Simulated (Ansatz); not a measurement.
## LiNbO3 in Ansatz, relaxation

The command:

```bash
ansatz run input.yaml --threads 2 --pin off --max-ram 2560MiB --backend cpu --events-out ev --progress --plain --runs-dir out
```

The input file (Ansatz 0.2.0, plane waves):

```yaml
crystal:
  lattice:
    - [5.248772, 0.0, 0.0]
    - [-2.624386, 4.545577, 0.0]
    - [-2.624386, 1.515192, 4.599948]
  atoms:
    - { symbol: Li, position: [0.285, 0.715, 0.855] }
    - { symbol: Li, position: [0.785, 0.215, 0.355] }
    - { symbol: Nb, position: [0.009, 0.991, 0.027] }
    - { symbol: Nb, position: [0.509, 0.491, 0.527] }
    - { symbol: O, position: [0.1397, 0.2466, 0.2499] }
    - { symbol: O, position: [0.7534, 0.6432, 0.2499] }
    - { symbol: O, position: [0.3568, 0.8603, 0.2499] }
    - { symbol: O, position: [0.2534, 0.3603, 0.7499] }
    - { symbol: O, position: [0.8568, 0.7466, 0.7499] }
    - { symbol: O, position: [0.6397, 0.1432, 0.7499] }
  symmetry: { tolerance: 0.0003 }
kpoints:
  mp_grid: { grid: [4, 4, 4], shift: [0, 0, 0] }
magnetization:
  spin_polarized: false
scf:
  occupations: { method: fermi_dirac }
  lower_state_search: "off"
hamiltonian:
  pseudopotentials: { kind: paw }
  xc: pbesol
basis:
  ecutwfc: 420
  fft_grid_basis: typed
relax:
  max_steps: 40
  cell: { p_target: 0.0 }
  f_tol: 0.03
output:
  forces: true
  stress: true
  eigenvalues: true
  bader: true
  populations: true
  elf: true
  write_potential: true
  volumetric_format: npy
  dos:
    e_range: [-12, 8]
    de: 0.05
    projected: { site_lists: { Li: [Li], Nb: [Nb], O: [O] } }
  write_density: true
checkpoint:
  read: saved_state
```

Origin of the cell: a database entry, scaled a little.

The smearing width isn't typed, so it takes its default of 0.1 eV.

The saved state is a converged single point of the same cell.

Steps («new basis» is an SCF on plane waves selected anew at the same cell):

```csv
step,ΔF (meV/atom),max force component (eV/Å),P (GPa),volume (Å³),SCF iterations,step was
1,0.0,0.611,-1.60,109.75,5,accepted
2,-16.6,0.320,-1.20,107.84,6,accepted
3,-23.4,0.343,-0.07,105.65,6,accepted
4,-26.3,0.401,0.12,104.54,6,accepted
5,-28.3,0.094,0.02,104.92,5,accepted
6,-28.5,0.048,0.62,105.08,6,accepted
7,-28.1,0.034,-0.69,105.80,5,rejected
8,-28.4,0.003,0.03,105.42,7,accepted
9,-27.0,0.003,-0.22,105.42,6,new basis
10,-27.1,0.001,-0.01,105.23,5,accepted
11,-27.0,0.001,-0.02,105.23,5,new basis
```

Step 1, with forces in eV/Å:

```xyz
10
Lattice="5.249 0.000 0.000 -2.624 4.546 0.000 -2.624 1.515 4.600" Properties=species:S:1:pos:R:3:forces:R:3 pbc="T T T" step=1
Li   -2.624    4.546    3.933    0.000    0.000    0.004
Li    2.624    1.515    1.633    0.000    0.000    0.004
Nb   -2.624    4.546    0.124    0.000    0.000    0.382
Nb    0.000    3.030    2.424    0.000    0.000    0.382
O    -0.570    1.500    1.150   -0.248    0.561   -0.129
O     1.611    3.302    1.150   -0.362   -0.496   -0.129
O    -1.041    4.289    1.150    0.611   -0.066   -0.129
O    -1.584    2.774    3.450   -0.611   -0.066   -0.129
O     0.570    4.530    3.450    0.248    0.561   -0.129
O     1.014    1.787    3.450    0.362   -0.496   -0.129
```

Step 2, with forces in eV/Å:

```xyz
10
Lattice="5.209 0.000 0.000 -2.604 4.511 0.000 -2.604 1.504 4.590" Properties=species:S:1:pos:R:3:forces:R:3 pbc="T T T" step=2
Li   -2.604    4.511    3.920    0.000    0.000    0.154
Li    2.604    1.504    1.626    0.000    0.000    0.154
Nb   -2.604    4.511    0.169    0.000    0.000    0.320
Nb    0.000    3.007    2.464    0.000    0.000    0.320
O    -0.587    1.541    1.133   -0.169   -0.126   -0.158
O     1.563    3.232    1.133    0.193   -0.083   -0.158
O    -0.976    4.249    1.133   -0.024    0.209   -0.158
O    -1.628    2.745    3.428    0.024    0.209   -0.158
O     0.587    4.549    3.428    0.169   -0.126   -0.158
O     1.041    1.728    3.428   -0.193   -0.083   -0.158
```

Step 3, with forces in eV/Å:

```xyz
10
Lattice="5.170 0.000 0.000 -2.585 4.477 0.000 -2.585 1.492 4.565" Properties=species:S:1:pos:R:3:forces:R:3 pbc="T T T" step=3
Li   -2.585    4.477    3.952    0.000    0.000    0.115
Li    2.585    1.492    1.670    0.000    0.000    0.115
Nb   -2.585    4.477    0.166    0.000    0.000    0.343
Nb    0.000    2.985    2.448    0.000    0.000    0.343
O    -0.624    1.537    1.110   -0.042   -0.159   -0.152
O     1.566    3.168    1.110    0.158    0.043   -0.152
O    -0.942    4.249    1.110   -0.116    0.115   -0.152
O    -1.643    2.757    3.392    0.116    0.115   -0.152
O     0.624    4.522    3.392    0.042   -0.159   -0.152
O     1.019    1.676    3.392   -0.158    0.043   -0.152
```

Step 4, with forces in eV/Å:

```xyz
10
Lattice="5.124 0.000 0.000 -2.562 4.438 0.000 -2.562 1.479 4.597" Properties=species:S:1:pos:R:3:forces:R:3 pbc="T T T" step=4
Li   -2.562    4.438    4.060    0.000    0.000    0.019
Li    2.562    1.479    1.762    0.000    0.000    0.019
Nb   -2.562    4.438    0.158    0.000    0.000    0.401
Nb    0.000    2.958    2.457    0.000    0.000    0.401
O    -0.646    1.529    1.094    0.050   -0.171   -0.140
O     1.561    3.113    1.094    0.123    0.129   -0.140
O    -0.915    4.233    1.094   -0.174    0.042   -0.140
O    -1.647    2.754    3.393    0.174    0.042   -0.140
O     0.646    4.488    3.393   -0.050   -0.171   -0.140
O     1.001    1.634    3.393   -0.123    0.129   -0.140
```

Step 5, with forces in eV/Å:

```xyz
10
Lattice="5.128 0.000 0.000 -2.564 4.441 0.000 -2.564 1.480 4.607" Properties=species:S:1:pos:R:3:forces:R:3 pbc="T T T" step=5
Li   -2.564    4.441    4.074    0.000    0.000    0.040
Li    2.564    1.480    1.771    0.000    0.000    0.040
Nb   -2.564    4.441    0.189    0.000    0.000    0.084
Nb    0.000    2.961    2.492    0.000    0.000    0.084
O    -0.649    1.530    1.085    0.042   -0.084   -0.041
O     1.563    3.114    1.085    0.051    0.079   -0.041
O    -0.914    4.237    1.085   -0.094    0.005   -0.041
O    -1.650    2.757    3.388    0.094    0.005   -0.041
O     0.649    4.491    3.388   -0.042   -0.084   -0.041
O     1.001    1.634    3.388   -0.051    0.079   -0.041
```

Step 6, with forces in eV/Å:

```xyz
10
Lattice="5.134 0.000 0.000 -2.567 4.446 0.000 -2.567 1.482 4.603" Properties=species:S:1:pos:R:3:forces:R:3 pbc="T T T" step=6
Li   -2.567    4.446    4.088    0.000    0.000    0.003
Li    2.567    1.482    1.786    0.000    0.000    0.003
Nb   -2.567    4.446    0.193    0.000    0.000   -0.048
Nb    0.000    2.964    2.494    0.000    0.000   -0.048
O    -0.644    1.529    1.077   -0.013    0.031    0.015
O     1.565    3.124    1.077   -0.020   -0.027    0.015
O    -0.921    4.239    1.077    0.033   -0.004    0.015
O    -1.646    2.757    3.378   -0.033   -0.004    0.015
O     0.644    4.493    3.378    0.013    0.031    0.015
O     1.002    1.642    3.378    0.020   -0.027    0.015
```

Step 9, with forces in eV/Å:

```xyz
10
Lattice="5.139 0.000 0.000 -2.570 4.451 0.000 -2.570 1.484 4.609" Properties=species:S:1:pos:R:3:forces:R:3 pbc="T T T" step=9
Li   -2.570    4.451    4.093    0.000    0.000    0.002
Li    2.570    1.484    1.789    0.000    0.000    0.002
Nb   -2.570    4.451    0.191    0.000    0.000   -0.003
Nb    0.000    2.967    2.495    0.000    0.000   -0.003
O    -0.642    1.531    1.079    0.001   -0.001    0.000
O     1.565    3.129    1.079    0.000    0.001    0.000
O    -0.923    4.241    1.079   -0.001   -0.001    0.000
O    -1.647    2.758    3.383    0.001   -0.001    0.000
O     0.642    4.498    3.383   -0.001   -0.001    0.000
O     1.005    1.646    3.383    0.000    0.001    0.000
```

Step 11, with forces in eV/Å:

```xyz
10
Lattice="5.135 0.000 0.000 -2.567 4.447 0.000 -2.567 1.482 4.608" Properties=species:S:1:pos:R:3:forces:R:3 pbc="T T T" step=11
Li   -2.567    4.447    4.094    0.000    0.000    0.000
Li    2.567    1.482    1.790    0.000    0.000    0.000
Nb   -2.567    4.447    0.190    0.000    0.000    0.001
Nb    0.000    2.965    2.494    0.000    0.000    0.001
O    -0.643    1.530    1.078    0.000    0.000    0.000
O     1.564    3.125    1.078    0.000    0.000    0.000
O    -0.921    4.239    1.078    0.000    0.000    0.000
O    -1.647    2.757    3.383    0.000    0.000    0.000
O     0.643    4.494    3.383    0.000    0.000    0.000
O     1.003    1.643    3.383    0.000    0.000    0.000
```

- Free energy lowered by: 27.0 meV/atom
- Volume change: -4.12 %
- Final pressure: -0.02 GPa
- Relaxation steps listed: 11
- Formation energy (elements under the same functional, gases as molecules, uncorrected): -2.628 eV/atom

Caveats: the relaxation held the start's symmetry, so the end may be a saddle point.

It ran for 79 s on 2 threads of Intel(R) Xeon(R) Platinum 8488C (Sapphire Rapids) (shared host), peak memory 0.44 GiB, from a saved density.
